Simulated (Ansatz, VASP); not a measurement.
## AlN in VASP and in Ansatz

```xyz
4
Lattice="3.1213 0.0000 0.0000 -1.5607 2.7032 0.0000 0.0000 0.0000 4.9945" Properties=species:S:1:pos:R:3 pbc="T T T"
Al    0.0000    1.8021    0.0000
Al    1.5607    0.9011    2.4973
N     0.0000    1.8021    1.9229
N     1.5607    0.9011    4.4202
```

Change from the starting cell: volume scaled by 1.01, crystal datasets.

Alike in both runs: task electric field gradients; functional PBEsol; k mesh 10 × 10 × 6; occupations fermi-dirac, width 0.03 eV; no spin polarisation.

|  | VASP | Ansatz |
| --- | --- | --- |
| version | VASP 6.6.1 | Ansatz 0.2.0 |
| potentials or method | VASP PAW PBE potentials, release 64 (Al, N), cutoff 520 eV | all-electron PAW with datasets made for the crystal, scalar-relativistic |

|  | VASP | Ansatz | Ansatz less VASP |
| --- | --- | --- | --- |
| gap on the k mesh at the Fermi level (eV) | 4.00 | 4.00 | -0.006 |
| pressure (GPa) | -1.5 | -1.6 | -0.10 |
| largest component of the traceless stress (GPa) | 1.16 | 1.13 | -0.028 |
| rms of the force components (eV/Å) | 0.102 | 0.102 | -0.0005 |
| Vzz of the field gradient on the site that differs most (V/Å²) | 8.4 | 8.2 | -0.26 |

Atom by atom the forces differ by 0.000 eV/Å (rms over components). Ansatz ran all-electron here, so the differences hold the error of VASP's frozen core and of both bases.

Caveats: the PAW data sets were made with another functional, which shifts forces and pressure a little (VASP).
